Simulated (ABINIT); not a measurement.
## Quasiparticle gap of InP (F-43m) in ABINIT

Wanted: ground state, empty states, screening and self-energy for InP (F-43m).

Main program and level: ABINIT 10.8.3; PBE and many-body steps on it, plane waves.

The database entry behind the starting cell differs from later determinations by our own check (0.1 to 0.3 % short, probably kX units), so it need not match the best structure at ambient conditions.

## 1. Starting point

Symmetry: F-43m, No. 216, cubic system. The conventional cell has a = 5.861 Å, b = 5.861 Å, c = 5.861 Å, α = 90.00°, β = 90.00°, γ = 90.00°. Nearest to In lie 4 P at 2.54 Å. P has 4 In at 2.54 Å nearest. Farther neighbours are not listed.

The cell and positions come from the Crystallography Open Database and are kept as given unless a step says otherwise.

## 2. Ground state

This step: ABINIT 10.8.3; DFT, PBE, plane waves, norm-conserving pseudopotentials.

The ground-state density comes first.

File run.abi:

```
acell 3*1.0 Angstrom
rprim 
  0.000000000000 2.930500000000 2.930500000000
  2.930500000000 -0.000000000000 2.930500000000
  2.930500000000 2.930500000000 0.000000000000
ntypat 2
znucl 49 15
natom 2
typat 1 2
xred 
  0.000000000000 0.000000000000 0.000000000000
  0.250000000000 0.250000000000 0.250000000000
pp_dirpath "pseudos"
pseudos "In.upf, P.upf"
ecut 33
ngkpt 6 6 6
nshiftk 1
shiftk 0 0 0
kptopt 1
chksymbreak 0
nband 18
occopt 1
tolvrs 1e-10
nstep 60
prtwf 0
optforces 0
optstress 0
indata_prefix "in"
outdata_prefix "out"
tmpdata_prefix "tmp"
```

The run is started by

```console
$ OMP_NUM_THREADS=1 mpirun -n 8 abinit run.abi > log
```

Numbers of over 12 decimals in the logs are rounded to 6 here.

The program printed:

```text
.Version 10.8.3 of ABINIT. v10.8.2 released Aug 2026.

 Symmetries : space group F-4 3 m (#216); Bravais cF (face-center cubic)
================================================================================
 Values of the parameters that define the memory need of the present run
     intxc =       0    ionmov =       0      iscf =       7    lmnmax =       6
     lnmax =       6     mgfft =      45  mpssoang =       3    mqgrid =    3001
     natom =       2  nloc_mem =       1    nspden =       1   nspinor =       1
    nsppol =       1      nsym =      24    n1xccc =    2501    ntypat =       2
    occopt =       1   xclevel =       2
-    mband =          18        mffmem =           1         mkmem =           2
       mpw =        3100          nfft =       91125          nkpt =          16
================================================================================
  Rough estimation (10% accuracy) of disk space for files :
================================================================================

--------------------------------------------------------------------------------
------------- Echo of variables that govern the present computation ------------
--------------------------------------------------------------------------------
 -outvars: echo values of preprocessed input variables --------
            acell      1.8897261259E+00  1.8897261259E+00  1.8897261259E+00 Bohr

      chksymbreak           0
             ecut      3.30000000E+01 Hartree
-          fftalg         312

              ixc     -101130
              kpt      0.00000000E+00  0.00000000E+00  0.00000000E+00
                       1.66666667E-01  0.00000000E+00  0.00000000E+00
                       3.33333333E-01  0.00000000E+00  0.00000000E+00
                       5.00000000E-01  0.00000000E+00  0.00000000E+00
                       1.66666667E-01  1.66666667E-01  0.00000000E+00
                       3.33333333E-01  1.66666667E-01  0.00000000E+00
                       5.00000000E-01  1.66666667E-01  0.00000000E+00
                      -3.33333333E-01  1.66666667E-01  0.00000000E+00
                      -1.66666667E-01  1.66666667E-01  0.00000000E+00
   [... 5 further rows ...]
                      -3.33333333E-01  3.33333333E-01  1.66666667E-01
                      -3.33333333E-01  5.00000000E-01  1.66666667E-01
         kptrlatt        6    0    0      0    6    0      0    0    6
          kptrlen      4.69901511E+01
P           mkmem           2
            natom           2
            nband          18
            ngfft          45      45      45
             nkpt          16
            nstep          60
             nsym          24
           ntypat           2
              occ      2.000000  2.000000  2.000000  2.000000  2.000000  2.000000
                       2.000000  2.000000  2.000000  2.000000  2.000000  2.000000
                       2.000000  0.000000  0.000000  0.000000  0.000000  0.000000
        optforces           0
        optstress           0
            prtwf           0
            rprim      0.0000000000E+00  2.9305000000E+00  2.9305000000E+00
[...]
spgroup         216

           tolvrs      1.00000000E-10

             xred      0.0000000000E+00  0.0000000000E+00  0.0000000000E+00
[...]
znucl       49.00000   15.00000

================================================================================

 chkinp: Checking input parameters for consistency.

================================================================================
== DATASET  1 ==================================================================
-   mpi_nproc: 8, omp_nthreads: 1 (-1 if OMP is not activated)

--- !DatasetInfo
iteration_state: {dtset: 1, }
dimensions: {natom: 2, nkpt: 16, mband: 18, nsppol: 1, nspinor: 1, nspden: 1, mpw: 3100, }
cutoff_energies: {ecut:  33.0, pawecutdg:  -1.0, }
electrons: {nelect:   2.60000000E+01, charge:   0.00000000E+00, occopt:   1.00000000E+00, tsmear:   1.00000000E-02, }

 Real(R)+Recip(G) space primitive vectors, cartesian coordinates (Bohr,Bohr^-1):
 R(1)=  0.0000000  5.5378424  5.5378424  G(1)= -0.0902879  0.0902879  0.0902879
 R(2)=  5.5378424  0.0000000  5.5378424  G(2)=  0.0902879 -0.0902879  0.0902879
 R(3)=  5.5378424  5.5378424  0.0000000  G(3)=  0.0902879  0.0902879 -0.0902879
 Unit cell volume ucvol=  3.3966576E+02 bohr^3
 Angles (23,13,12)=  6.00000000E+01  6.00000000E+01  6.00000000E+01 degrees

 getcut: wavevector=  0.0000  0.0000  0.0000  ngfft=  45  45  45
         ecut(hartree)=     33.000   => boxcut(ratio)=   2.17258

--- Pseudopotential description ------------------------------------------------
- In Generated using ONCVPSP code by D. R. Hamann
- 49.00000  21.00000  171031                  znucl, zion, pspdat
12 -101130 2 -1 1964                          pspcod,pspxc,lmax,lloc,mmax
     nproj     2     2     2
  pspatm : epsatm=   33.77322108
         --- l  ekb(1:nproj) -->
[...]
pspatm: atomic psp has been read  and splines computed

- P Generated using ONCVPSP code by D. R. Hamann
- 15.00000   5.00000  171031                  znucl, zion, pspdat
12 -101130 2 -1 1298                          pspcod,pspxc,lmax,lloc,mmax
     nproj     2     2     2
  pspatm : epsatm=    8.05910421
         --- l  ekb(1:nproj) -->
[...]
2   -3.154982   -0.827415
 pspatm: atomic psp has been read  and splines computed

   1.08764046E+03                                ecore*ucvol(ha*bohr**3)
--------------------------------------------------------------------------------

_setup2: Arith. and geom. avg. npw (full set) are    3076.875    3076.851

================================================================================

--- !BeginCycle
iteration_state: {dtset: 1, }
solver: {iscf: 7, nstep: 60, nline: 4, wfoptalg: 0, }
tolerances: {tolvrs: 1.00E-10, }

     iter   Etot(hartree)      deltaE(h)  residm     vres2
 ETOT  1  -205.97379630002    -2.060E+02 2.231E-01 2.035E+02
 ETOT  2  -206.37873386066    -4.049E-01 1.252E-02 2.815E+01
 ETOT  3  -206.38174677282    -3.013E-03 2.083E-02 7.750E-01
 ETOT  4  -206.38178877304    -4.200E-05 7.453E-04 6.304E-02
 ETOT  5  -206.38179190036    -3.127E-06 1.917E-04 6.390E-03
 ETOT  6  -206.38179338651    -1.486E-06 1.096E-03 2.070E-03
 ETOT  7  -206.38179369326    -3.067E-07 7.848E-05 4.100E-06
 ETOT  8  -206.38179369380    -5.420E-10 2.939E-04 8.570E-08
 ETOT  9  -206.38179369381    -1.276E-11 1.631E-05 3.250E-09
 ETOT 10  -206.38179369381    -2.530E-12 5.739E-05 2.705E-10
 ETOT 11  -206.38179369381    -6.253E-13 3.083E-06 1.165E-11

 At SCF step   11       vres2   =  1.17E-11 < tolvrs=  1.00E-10 =>converged.

--- !ResultsGS
iteration_state: {dtset: 1, }
comment   : Summary of ground state results
lattice_vectors:
- [  0.0000000,   5.5378424,   5.5378424, ]
- [  5.5378424,  -0.0000000,   5.5378424, ]
- [  5.5378424,   5.5378424,   0.0000000, ]
lattice_lengths: [   7.83169,    7.83169,    7.83169, ]
lattice_angles: [ 60.000,  60.000,  60.000, ] # degrees, (23, 13, 12)
lattice_volume:   3.3966576E+02
convergence: {deltae: -6.253E-13, res2:  1.165E-11, residm:  3.083E-06, diffor:  0.000E+00, }
etotal    :  -2.06381794E+02
entropy   :   0.00000000E+00
fermie    :   1.82435607E-01
cartesian_stress_tensor: null
pressure_GPa: null
xred      :
- [  0.0000E+00,   0.0000E+00,   0.0000E+00, In]
- [  2.5000E-01,   2.5000E-01,   2.5000E-01,  P]
cartesian_forces: null
force_length_stats: {min: null, max: null, mean: null, }

 Integrated electronic density in atomic spheres:
 ------------------------------------------------
 Atom  Sphere_radius  Integrated_density
    1        2.00000         17.85064401
    2        2.00000          2.75896772
================================================================================

 ----iterations are completed or convergence reached----

 Mean square residual over all n,k,spin=   10.723E-09; max=  30.825E-07
 reduced coordinates (array xred) for    2 atoms
       0.000000000000      0.000000000000      0.000000000000
       0.250000000000      0.250000000000      0.250000000000
 rms dE/dt=  0.0000E+00; max dE/dt=  0.0000E+00; dE/dt below (all hartree)
    1       0.000000000000      0.000000000000      0.000000000000
    2       0.000000000000      0.000000000000      0.000000000000

 cartesian coordinates (angstrom) at end:
    1      0.000000     0.000000     0.000000
    2      1.465250     1.465250     1.465250
 length scales=  1.889726125908  1.889726125908  1.889726125908 bohr
              =  1.000000000000  1.000000000000  1.000000000000 angstroms
 prteigrs : about to open file out_EIG
 Fermi (or HOMO) energy (hartree) =   0.18244   Average Vxc (hartree)=  -0.34806
 Eigenvalues (hartree) for nkpt=  16  k points:
 kpt#   1, nband= 18, wtk=  0.00463, kpt=  0.0000  0.0000  0.0000 (reduced coord)
  -4.04594   -2.51987   -2.51987   -2.51987   -0.33970   -0.33970   -0.33970   -0.33420
  -0.33420   -0.24085    0.18244    0.18244    0.18244    0.20849    0.33265    0.33265
   0.33265    0.49824
 prteigrs : prtvol=0 or 1, do not print more k-points.

--- !EnergyTerms
iteration_state     : {dtset: 1, }
comment             : Components of total free energy in Hartree
kinetic             :  7.02144370806368E+01
hartree             :  7.44753590612905E+01
xc                  : -3.01419855988576E+01
Ewald energy        : -1.04054616797132E+02
psp_core            :  3.20209033028539E+00
local_psp           : -2.04256010233885E+02
non_local_psp       : -1.58210675361525E+01
total_energy        : -2.06381793693814E+02
total_energy_eV     : -5.61593470234075E+03
band_energy         : -2.64771403849233E+01

== END DATASET(S) ==============================================================
================================================================================

 -outvars: echo values of variables after computation  --------
           etotal     -2.0638179369E+02
            nband          18
             nkpt          16
          spgroup         216
 [... the other variables as echoed above ...]

 Calculation completed.
```

The job ended after 4.7 s (8 MPI ranks of AMD EPYC 9R45, shared host; peak memory 0.68 GiB; 36 s of CPU time).

Numbers from this step:

| Property | Result |
| --- | --- |
| total energy | -5615.9347 eV |
| gap | 0.7089 eV |
| k of the valence top | 0, 0, 0 |
| k of the conduction bottom | 0, 0, 0 |
| least direct gap | 0.7089 eV |

The gap is direct, at Γ.

(Continued in part 2 of 3.)

[Paths, hosts, dates, memory and timing lines, banners, echoed tables and standing remarks are left out of the program output.]

[Logs are printed without paths, hosts, clocks, repeated set-up lines and the standing remarks that a program may print on its own settings, such as how far it seeks lower states.]

[Runs of the session that timed out or met a known fault of the program may be left out.]

[Hosts, paths, dates, database ids (printed as entryN), source tags and the programs' standing remarks are cut or masked in the printed files.]

[G0W0 gaps are taken among the corrected bands and points alone; a level outside them can change the order at an edge.]

[Where Ansatz stands beside ABINIT at settings called matched, ABINIT's density can come from a denser mesh and the files from another edition; pairs whose starting gaps differed by over 0.03 eV were left out, so agreement reads better than it is.]
